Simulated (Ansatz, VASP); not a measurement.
One calculation of GaN, two programs

```
Ga N
1.0
     0.00000    2.27424    2.27424
     2.27424    0.00000    2.27424
     2.27424    2.27424    0.00000
Ga N
1 1
Direct
  0.00000 0.00000 0.00000
  0.75000 0.75000 0.75000
```

Alike in both runs: task single point; functional PBE; k mesh 10 × 10 × 10; occupations gaussian, width 0.02 eV; no spin polarisation.

|  | VASP | Ansatz |
| --- | --- | --- |
| version | VASP 6.6.1 | Ansatz 0.2.0 |
| potentials or method | VASP PAW PBE potentials, release 64 (Ga_d, N) | scalar-relativistic, plane waves, PAW |
| plane-wave cutoff (eV) | 520 | 420 |
| valence electrons in the cell | 18 | 18 |

|  | VASP | Ansatz | Ansatz less VASP |
| --- | --- | --- | --- |
| gap on the k mesh at the Fermi level (eV) | 1.55 | 1.54 | -0.006 |
| least direct gap on the mesh (eV) | 1.55 | 1.54 | -0.006 |

Expect the measured gap to be larger: semilocal functionals such as PBE lack the derivative discontinuity.
